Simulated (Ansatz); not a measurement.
The system is CsPbCl3.

```xyz
5
Lattice="5.6050 0.0000 0.0000 0.0000 5.6050 0.0000 0.0000 0.0000 5.6050" Properties=species:S:1:pos:R:3 pbc="T T T"
Pb    2.8025    2.8025    2.8025
Cs    0.0000    0.0000    0.0000
Cl    2.8025    0.0000    2.8025
Cl    0.0000    2.8025    2.8025
Cl    2.8025    2.8025    0.0000
```

```yaml
Program: Ansatz 0.2.0
Task: relaxation of cell and atoms
Functional: BLYP
Potentials_or_basis: Ansatz PAW
Cutoff: "420 eV (not typed: the program's choice for these potentials)"
k_mesh: 5 × 5 × 5
Occupations: fermi-dirac, width 0.05 eV
Spin: no spin polarisation
```

At the start: volume 35.22 Å³/atom.

How do energy, volume and symmetry change on relaxing?

It ends after 5 steps and the volume is 39.87 Å³/atom (+13.2 %); space group Pm-3m (No. 221, to 0.05 Å).

The path:
```
step  energy change (eV)  largest force (eV/Å)  volume (Å³)
   1              0.0000                0.0000       176.09
   2             -0.1834                0.0000       190.88
   3             -0.2064                0.0000       197.74
   4             -0.2073                0.0000       199.34
   5             -0.2083                0.0000       199.34
```

Final structure:
```
CELL_PARAMETERS angstrom
5.84160 0.00000 0.00000
0.00000 5.84160 0.00000
0.00000 0.00000 5.84160
ATOMIC_POSITIONS crystal
Pb 0.50000 0.50000 0.50000
Cs 0.00000 0.00000 0.00000
Cl 0.50000 0.00000 0.50000
Cl 0.00000 0.50000 0.50000
Cl 0.50000 0.50000 0.00000
```

Caveat: the plane-wave basis is chosen anew once the cell has moved, so the energies of steps on either side of that aren't comparable; the volume moved by +13 % from the deposited cell, more than functionals usually miss; the PAW data sets come from PBE, with cores solved anew for the run's functional, which leaves a small shift of forces and pressure.
